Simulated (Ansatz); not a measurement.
Calculated with Ansatz: PbI$_{2}$, single run

input.yaml:

```yaml
crystal:
  lattice:
    - [4.51130916, 0.0, 0.0]
    - [-2.25565458, 3.90691258, 0.0]
    - [0.0, 0.0, 6.91007772]
  atoms:
    - { symbol: Pb, position: [0.0, 0.0, 0.0] }
    - { symbol: I, position: [0.33333, 0.66667, 0.265] }
    - { symbol: I, position: [0.66667, 0.33333, 0.735] }
  symmetry: { tolerance: 0.0003 }
kpoints:
  mp_grid: { grid: [5, 5, 3], shift: [0, 0, 0] }
magnetization:
  noncollinear: true
  spin_orbit: true
scf:
  occupations: { method: fermi_dirac }
  initial_density: { chi_scale: 0.1 }
hamiltonian:
  pseudopotentials: { kind: paw_fr }
  xc: r2scan
basis:
  ecutwfc: 500
output:
  forces: true
  stress: true
  eigenvalues: true
  write_density: true
  write_potential: true
  elf: true
  volumetric_format: npy
```

Launch command:

```bash
ansatz run input.yaml --threads 1 --pin off --max-ram 2560MiB --backend cpu --events-out ev --progress --plain --runs-dir out
```

Origin of the cell: a database entry, scaled a little.

The smearing width isn't typed, so it takes its default of 0.1 eV.

Output (shortened):

```
Warning: the atoms were moved onto the symmetric positions of the space group found under crystal.symmetry.tolerance 3.0e-4 (fractional; no operation is sought that the atoms, as they stand i […]
Pseudopotentials: kind: paw_fr
Pseudopotential: Pb, paw_fr, valence charge 14, recommended cutoff 500 eV (meta_gga), Pb.paw.azcp#standard-fr
Pseudopotential: I, paw_fr, valence charge 17, recommended cutoff 500 eV (meta_gga), I.paw.azcp#standard-fr
Functional definition: r2SCAN
  exchange = r2scan_x(k0 = k0, k1 = k1, a1 = a1)
  correlation = r2scan_c
non-collinear run that drives no moment, with spin-orbit: no starting moment large enough to seed its density (crystal.atoms[].spin), no starting occupations that ask for one, no magnetisatio […]
Crystal: 3 atoms, lattice volume = 121.792 Å³
Basis set: ecut = 500 eV, 3067 PW (Γ), exchange–correlation on 144×144×216 points (64 copies of the dense FFT grid, shifted against one another)
Bands: 58, of which v1, the nominal top of the filled ones, is band 48 counted from 1 (47 counted from 0)
[… 11 lines left out …]
Initial density: superposition of atomic densities (chi_scale 0.1, normalization cell, long waves kept (reshape's long-wave potential 0.06 eV rms))
Functional: x = r2scan, c = r2scan; τ floored in thin density (d = 2e-4 eV/Å³)
SCF iter   1: F=—  HF=-26921.515879 eV  Δρ=1.50e-2  dr2=3.42e-1  dr2_τ=6.76e-4  dr2_m=0.00e0 (ungated)  |M|=0.00e0 ∫|m|=0.00e0 μB
SCF iter   2: F=—  HF=-26921.503637 eV  Δρ=9.95e-3  dr2=1.25e-1  dr2_τ=5.16e-4  dr2_m=0.00e0 (ungated)  |M|=0.00e0 ∫|m|=0.00e0 μB
SCF iter   3: F=—  HF=-26921.518823 eV  Δρ=3.12e-3  dr2=1.07e-2  dr2_τ=9.63e-5  dr2_m=0.00e0 (ungated)  |M|=0.00e0 ∫|m|=0.00e0 μB  defer=24
SCF iter   4: F=—  HF=-26921.526152 eV  Δρ=6.62e-4  dr2=5.29e-4  dr2_τ=3.27e-6  dr2_m=0.00e0 (ungated)  |M|=0.00e0 ∫|m|=0.00e0 μB  defer=24
SCF iter   5: F=—  HF=-26921.526444 eV  Δρ=1.13e-4  dr2=1.43e-5  dr2_τ=8.29e-8  dr2_m=0.00e0 (ungated)  |M|=0.00e0 ∫|m|=0.00e0 μB  defer=24
SCF iter   6: F=—  HF=-26921.526462 eV  Δρ=2.27e-5  dr2=7.76e-7  dr2_τ=7.04e-9  dr2_m=0.00e0 (ungated)  |M|=0.00e0 ∫|m|=0.00e0 μB  defer=24
SCF iter   7: F=—  HF=-26921.526463 eV  Δρ=6.64e-6  dr2=1.01e-7  dr2_τ=4.69e-10  dr2_m=0.00e0 (ungated)  |M|=0.00e0 ∫|m|=0.00e0 μB
SCF iter   8: F=-26921.526463 eV  HF=-26921.526463 eV  Δρ=1.95e-6  dr2=6.57e-9  dr2_τ=1.99e-11  dr2_m=0.00e0 (ungated)  |M|=0.00e0 ∫|m|=0.00e0 μB
SCF 1 converged in 8 iterations: F = -26921.526463 eV  dr2 = 6.57e-9
SCF converged after 8 iterations
Magnetization: |M| = 0.0000 μB,  M = (+0.0000, +0.0000, +0.0000) μB
Absolute magnetization: 0.0000 μB (∫|m|)
  site 0: m = (+0.0000, +0.0000, +0.0000) μB, |m| = 0.0000 μB  (R = 1.31 Å)
  site 1: m = (+0.0000, +0.0000, +0.0000) μB, |m| = 0.0000 μB  (R = 1.31 Å)
  site 2: m = (+0.0000, +0.0000, +0.0000) μB, |m| = 0.0000 μB  (R = 1.31 Å)
Free energy (F): -26921.526463 eV
Harris-Foulkes:  -26921.526463 eV  (|F-HF|=2.20e-9)
Internal energy: -26921.526442 eV  (E = F + TS)
E sigma→0 (E₀):  -26921.526452 eV
Entropy (-TS):   -0.000021 eV (-0.007 meV/atom)
Fermi energy:    6.343322 eV
--- Per-component energies (eV) ---
  E_band       = -893.764726
  E_kinetic    = 665.538899
  E_local      = -5425.113835  (includes V_loc(G=0)·N_el)
  E_nonlocal   = 171.278004
  E_hartree    = 2643.418383
  E_xc         = -451.180887
  E_vxc        = -425.808114  (∫ρ·V_xc dr)
  E_paw        = -20051.972571  (= ΣΔE_a)
  E_vpaw       = -1193.466699  (= ΣTr[D̂ρ^β])
  E_aug_tail   = -0.000045  (compensation charges beyond the density's cutoff)
  E_vtau       = 26.966820  (kinetic-family band-sum trace: ∫τ·v_τ [+ j·A + Jᵃ·Aᵃ] dr)
  E_ewald      = -4474.603572
  E_core_change = 1.109181  (= ΣΔE_core)
  E_smearing   = -0.000021  (= −TS)
  Σ components = -26921.526463   (vs F -26921.526463, Δ=0.00e0)
--- Forces (eV/Å), atoms counted from 1 ---
  atom   1  Pb     0.000000     0.000000     0.000000
  atom   2  I      0.000000     0.000000     0.295610
  atom   3  I     -0.000000    -0.000000    -0.295610
  max |Σ_I F_I| component: 0.0 eV/Å
--- Stress (GPa, compression-positive) ---
        2.127905       0.000000       0.000000
        0.000000       2.127905       0.000000
        0.000000       0.000000       2.403154
  P = ⅓ Tr σ = 2.2197 GPa (22.197 kbar)
```

The run took 49 s on 1 thread of Intel(R) Xeon(R) Platinum 8488C (Sapphire Rapids) (shared host), peak memory 1.1 GiB, from the program's own first density.
